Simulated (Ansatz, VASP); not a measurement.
## Two plane-wave programs on ZnS

File INCAR:

```
SYSTEM = ZnS
PREC     = Accurate       ! precision mode
ENCUT    = 520            ! plane-wave cutoff, eV
EDIFF    = 1E-6           ! SCF threshold, eV
ISMEAR   = 0              ! smearing method
SIGMA    = 0.02           ! smearing width, eV
LREAL    = .FALSE.        ! projectors in reciprocal space
LASPH    = .TRUE.         ! aspherical terms in the spheres
NELM     = 100            ! most SCF steps
ALGO     = Normal         ! electronic algorithm
ISIF     = 2              ! what is computed and relaxed
LWAVE    = .FALSE.        ! write WAVECAR
LCHARG   = .FALSE.        ! write CHGCAR
GGA      = PS             ! functional
NBANDS   = 26             ! bands
```

The input KPOINTS:

```
Automatic mesh
0
G
  9 9 6
  0 0 0
```

POSCAR

```
ZnS
1.0
    3.7586458367      0.0000000000      0.0000000000
   -1.8793229184      3.2550827784      0.0000000000
    0.0000000000      0.0000000000      6.1722417585
Zn S
2 2
Direct
    0.3333333333      0.6666666667      0.0015042121
    0.6666666667      0.3333333333      0.5015042121
    0.3333333333      0.6666666667      0.3754957879
    0.6666666667      0.3333333333      0.8754957879
```

Input for Ansatz:

```yaml
crystal:
  lattice:
    - [3.7586458367, 0.0, 0.0]
    - [-1.8793229184, 3.2550827784, 0.0]
    - [0.0, 0.0, 6.1722417585]
  atoms:
    - { symbol: Zn, position: [0.3333333333, 0.6666666667, 0.0015042121] }
    - { symbol: Zn, position: [0.6666666667, 0.3333333333, 0.5015042121] }
    - { symbol: S, position: [0.3333333333, 0.6666666667, 0.3754957879] }
    - { symbol: S, position: [0.6666666667, 0.3333333333, 0.8754957879] }
basis:
  ecutwfc: 420
kpoints:
  mp_grid: { grid: [9, 9, 6] }
  band_path:
    path:
      - [[0.0, 0.0, 0.0], [0.5, 0.0, 0.0], [0.33333333, 0.33333333, 0.0], [0.0, 0.0, 0.0], [0.0, 0.0, 0.5], [0.5, 0.0, 0.5], [0.33333333, 0.33333333, 0.5], [0.0, 0.0, 0.5]]
      - [[0.5, 0.0, 0.5], [0.5, 0.0, 0.0]]
      - [[0.33333333, 0.33333333, 0.5], [0.33333333, 0.33333333, 0.0]]
    npoints: 10
hamiltonian:
  xc: pbesol
  pseudopotentials: { kind: paw, azcp: { folder: soft_1 } }
scf:
  occupations: { method: gaussian, width: 0.02 }
  n_extra_bands: 8
output:
  forces: true
  stress: true
  eigenvalues: true
```

Alike in both runs: task single point; functional PBEsol; k mesh 9 × 9 × 6; occupations gaussian, width 0.02 eV; no spin polarisation.

|  | VASP | Ansatz |
| --- | --- | --- |
| version | VASP 6.6.1 | Ansatz 0.2.0 |
| potentials or method | VASP PAW PBE potentials, release 64 (Zn, S) | scalar-relativistic, plane waves, PAW |
| plane-wave cutoff (eV) | 520 | 420 |
| valence electrons in the cell | 36 | 36 |

```csv
,VASP,Ansatz,Ansatz less VASP
gap on the k mesh at the Fermi level (eV),2.24,2.23,-0.012
least direct gap on the mesh (eV),2.24,2.23,-0.012
pressure (GPa),1.7,1.5,-0.24
```

Ansatz warned: «pseudo_functional_mismatch».

Caveats: the PAW data sets were made with another functional, which shifts forces and pressure a little (VASP). A hybrid or GW would open this gap; PBEsol tends to underestimate it.
